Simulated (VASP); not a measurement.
# BaTiO₃, optical spectrum of independent particles: which settings are enough?

BaTiO₃, R3m (no. 160), 5 atoms in the cell. PBE, independent-particle dielectric function; PAW potentials Ba_sv, Ti_sv, O (PBE set). VASP 6.6.1.

Wanted: ε at zero frequency, electronic within 1 %; spectrum (imaginary part of ε) within 10 %.

POSCAR:
```
BaTiO3
1.0
    2.8273666084      1.6323808724      2.3183934932
   -2.8273666084      1.6323808724      2.3183934932
    0.0000000000     -3.2647617449      2.3183934932
Ba Ti O
1 1 3
Direct
    0.0000000000      0.0000000000      0.0000000000
    0.4845000000      0.4845000000      0.4845000000
    0.5086000000      0.0175000000      0.5086000000
    0.0175000000      0.5086000000      0.5086000000
    0.5086000000      0.5086000000      0.0175000000
```

The series start from Bands in all (NBANDS): 40; Plane-wave cutoff (eV): 450; Energy points: 2000; k mesh: 7 × 7 × 7; Precision mode: Accurate; Electronic algorithm: Normal. Each series keeps the choices made before it, and each single choice may use up half of a tolerance. Times cover all steps of a run.

## Bands in all (NBANDS)

| Bands in all (NBANDS) | ε at zero frequency, electronic | Spectrum (imaginary part of ε), largest deviation against the largest value | Time (s) |
|---|---|---|---|
| 26 | 4.58 | 49 % | 47 |
| 32 | 5.732 | 15 % | 52 |
| 40 | 6.008 | 0.9 % | 52 |
| 52 | 6.093 | 0.73 % | 55 |
| 68 | 6.129 | 0.55 % | 57 |
| 100 (reference) | 6.148 | 0 % | 73 |

Chosen: 68, the loosest value from which every tighter one stays within half of the tolerance.

## Plane-wave cutoff (eV)

| Plane-wave cutoff (eV) | ε at zero frequency, electronic | Spectrum (imaginary part of ε), largest deviation against the largest value | Time (s) |
|---|---|---|---|
| 240 | 5.957 | 16 % | 31 |
| 300 | 6.086 | 5.2 % | 40 |
| 360 | 6.1 | 2.6 % | 60 |
| 450 | 6.129 | 0.26 % | 57 |
| 540 (reference) | 6.133 | 0 % | 77 |

Chosen: 450.

## Energy points

| Energy points | ε at zero frequency, electronic | Spectrum (imaginary part of ε), largest deviation against the largest value | Time (s) |
|---|---|---|---|
| default | 6.129 | 28 % | 66 |
| 2000 | 6.129 | 0.17 % | 57 |
| 4000 (reference) | 6.129 | 0 % | 65 |

Chosen: 2000.

## k mesh

| k mesh | ε at zero frequency, electronic | Spectrum (imaginary part of ε), largest deviation against the largest value | Time (s) |
|---|---|---|---|
| 3 × 3 × 3 | 6.355 | 68 % | 42 |
| 4 × 4 × 4 | 6.13 | 33 % | 48 |
| 5 × 5 × 5 | 6.106 | 23 % | 49 |
| 7 × 7 × 7 | 6.129 | 21 % | 57 |
| 9 × 9 × 9 (reference) | 6.135 | 0 % | 92 |

Chosen: 9 × 9 × 9; the next looser run is off by more than half of the tolerance, so convergence isn't shown beyond this value.

## Precision mode

| Precision mode | ε at zero frequency, electronic | Spectrum (imaginary part of ε), largest deviation against the largest value | Time (s) |
|---|---|---|---|
| Accurate | 6.135 | 0 % | 92 |
| Normal | 6.135 | 0.011 % | 71 |
| Single | 6.136 | 0.09 % | 91 |

Chosen: Normal; it saves 21.2 s of 92, so Accurate would do nearly as well.

## Electronic algorithm

| Electronic algorithm | ε at zero frequency, electronic | Spectrum (imaginary part of ε), largest deviation against the largest value | Time (s) |
|---|---|---|---|
| Normal | 6.135 | 0 % | 71 |
| Fast | 6.135 | 0.42 % | 73 |
| Exact | 6.135 | 0.011 % | 1320 |

Chosen: Normal; no other choice that stays within half of the tolerance saves 30 % of the time.

## All choices together

| Input | ε at zero frequency, electronic | Spectrum (imaginary part of ε), largest deviation against the largest value | Time (s) |
|---|---|---|---|
| all settings of the optics step left to the defaults, ground-state mesh (naive) | 3.997 | 57 % | 45 |
| chosen settings | 6.135 | 0.36 % | 71 |
| reference settings throughout | 6.158 | 0 % | 156 |

The chosen settings stay within the tolerance of the reference run, but the reference itself isn't shown to be converged in: k mesh.

## The input

INCAR.step1:
```
SYSTEM = BaTiO3
PREC     = Normal         ! precision mode
ENCUT    = 450            ! plane-wave cutoff, eV
ISMEAR   = 0              ! smearing method
SIGMA    = 0.02           ! smearing width, eV
EDIFF    = 1E-7           ! SCF threshold, eV
LASPH    = .TRUE.         ! aspherical terms in the spheres
KPAR     = 4            
LWAVE    = .FALSE.        ! write WAVECAR
LCHARG   = .TRUE.         ! write CHGCAR
GGA      = PE             ! functional
```

INCAR.step2:
```
SYSTEM = BaTiO3
PREC     = Normal         ! precision mode
ENCUT    = 450            ! plane-wave cutoff, eV
ISMEAR   = 0              ! smearing method
SIGMA    = 0.05           ! smearing width, eV
EDIFF    = 1E-6           ! SCF threshold, eV
LASPH    = .TRUE.         ! aspherical terms in the spheres
KPAR     = 4            
LWAVE    = .FALSE.        ! write WAVECAR
LCHARG   = .FALSE.        ! write CHGCAR
ICHARG   = 11             ! starting density
LOPTICS  = .TRUE.         ! frequency-dependent dielectric function
NBANDS   = 68             ! bands
NEDOS    = 2000           ! points of the DOS
CSHIFT   = 0.1          
ALGO     = Normal         ! electronic algorithm
GGA      = PE             ! functional
```

KPOINTS.step1:
```
k-points
0
Gamma
  7 7 7
```

KPOINTS.step2:
```
Automatic mesh
0
Gamma
  9 9 9
  0 0 0
```

Commands (each step's output is kept before the next begins):
```
cat potpaw_PBE.64/Ba_sv/POTCAR potpaw_PBE.64/Ti_sv/POTCAR potpaw_PBE.64/O/POTCAR > POTCAR
cp INCAR.step1 INCAR
cp KPOINTS.step1 KPOINTS
mpirun -np 4 vasp_std > vasp.out
cp INCAR.step2 INCAR
cp KPOINTS.step2 KPOINTS
mpirun -np 4 vasp_std > vasp.out
```

Limits: Spin-orbit coupling is left out, which can matter with atoms this heavy; the pull between electron and hole is left out; the onset follows the functional's gap, which semilocal functionals usually make too small.

The chosen input took VASP 6.6.1 71 s on 4 cores (AMD EPYC 7R43 (Zen 3)), a shared host.

## An input that fails: one empty band

It runs to its end, but against the unchanged starting input it is off by 64 % in the ε at zero frequency, electronic, 63 % in the spectrum (imaginary part of ε).

Changes against the starting input:
```
(step 2)
- NBANDS = 40
+ NBANDS = 21
```
